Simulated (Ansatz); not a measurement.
# ZnCd2Te3: the cost of one run

Method: DFT PBE, scalar-relativistic, plane waves, PAW, in Ansatz 0.2.0.

### 1 The system as given

The structure is hexagonal, space group P6_3mc (No. 186). The conventional cell has a = 4.565 Å, b = 4.565 Å, c = 22.606 Å, α = 90.00°, β = 90.00°, γ = 120.00°. Zn (site symmetry 3m) has 4 Te at 2.69 to 2.76 Å as nearest neighbours. Cd (site symmetry 3m) has 4 Te at 2.84 to 2.85 Å as nearest neighbours. Cd (site symmetry 3m) is surrounded by 4 Te at 2.84 to 2.86 Å. Te (site symmetry 3m) is surrounded by 4 Cd at 2.84 to 2.85 Å. Around Te (site symmetry 3m) lie 1 Zn at 2.69 Å and 3 Cd at 2.84 Å. Te (site symmetry 3m) is surrounded by 3 Zn at 2.76 Å and 1 Cd at 2.86 Å.

As a file:

```xyz
12
Lattice="4.5651 0.0000 0.0000 -2.2825 3.9535 0.0000 0.0000 0.0000 22.6061" Properties=species:S:1:pos:R:3 pbc="T T T"
Zn    0.0000    2.6356    7.5649
Zn    2.2825    1.3178   18.8680
Cd    0.0000    2.6356   22.5992
Cd    0.0000    2.6356   15.1990
Cd    2.2825    1.3178    3.8959
Cd    2.2825    1.3178   11.2961
Te    0.0000    2.6356    2.8466
Te    0.0000    2.6356   10.2511
Te    0.0000    2.6356   18.0609
Te    2.2825    1.3178    6.7579
Te    2.2825    1.3178   14.1497
Te    2.2825    1.3178   21.5542
```

The start is the relaxed end of an invented cell (made as: elements ordered on the sites of the ZnTe type, Zn/Cd on Zn (P6_3mc, No. 186)), taken up again for a closer look.

### 2 A first look at the guess

input.yaml

```yaml
crystal:
  lattice:
    - [4.5650666, 0.0, 0.0]
    - [-2.2825333, 3.9534637, 0.0]
    - [0.0, 0.0, 22.6061468]
  atoms:
    - { symbol: Zn, position: [0.3333333, 0.6666667, 0.334639] }
    - { symbol: Zn, position: [0.6666667, 0.3333333, 0.834639] }
    - { symbol: Cd, position: [0.3333333, 0.6666667, 0.999693] }
    - { symbol: Cd, position: [0.3333333, 0.6666667, 0.67234] }
    - { symbol: Cd, position: [0.6666667, 0.3333333, 0.17234] }
    - { symbol: Cd, position: [0.6666667, 0.3333333, 0.499693] }
    - { symbol: Te, position: [0.3333333, 0.6666667, 0.125921] }
    - { symbol: Te, position: [0.3333333, 0.6666667, 0.453467] }
    - { symbol: Te, position: [0.3333333, 0.6666667, 0.798939] }
    - { symbol: Te, position: [0.6666667, 0.3333333, 0.298939] }
    - { symbol: Te, position: [0.6666667, 0.3333333, 0.625921] }
    - { symbol: Te, position: [0.6666667, 0.3333333, 0.953467] }
basis:
  ecutwfc: 420
kpoints:
  mp_grid: { grid: [6, 6, 1] }
hamiltonian:
  xc: pbe
scf:
  occupations: { method: gaussian, width: 0.1 }
  lower_state_search: "off"
output:
  forces: true
  stress: true
  eigenvalues: true
```

Launch:

```console
> ansatz run input.yaml --threads 4 --pin off --max-ram 8192MiB --backend cpu --events-out ev --progress --plain --runs-dir out
```

**Question.** How long does this run take on 4 threads of Arm Neoverse V1, shared host, and how much memory does it need?

About 9.4 s, with a peak of 1.2 GiB.
